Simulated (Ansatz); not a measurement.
La: reading a single point

```xyz
1
Lattice="0.0000 2.6280 2.6280 2.6280 0.0000 2.6280 2.6280 2.6280 0.0000" Properties=species:S:1:pos:R:3 pbc="T T T"
La    0.0000    0.0000    0.0000
```

Single point in Ansatz 0.2.0 with r2SCAN, no spin polarisation. Cutoff 500 eV, PAW datasets, 11×11×11 Γ-centred k mesh, fermi-dirac filling (width 0.1 eV).

Task: Is there a gap?

Result: It is a metal, with about 1.8 states/eV a cell as the mean within 0.25 eV of the Fermi level, mostly La d (83 %).

Task: What does the stress say?

Result: The pressure is 0.5 GPa (compression positive), so with the atoms held at these fractions the cell would first expand.

Task: What do density and ELF say about some of the short contacts?

Result: La–La at 3.72 Å: least valence density 0.10 e/Å³ and ELF 0.11 there. Both are smooth PAW fields, read partly inside the augmentation spheres.

Origin: a database entry at a rescaled volume. Caveats: many states at the Fermi level without spin polarisation, so a magnetic state may lie lower; f levels without a U or exact exchange are poorly placed.
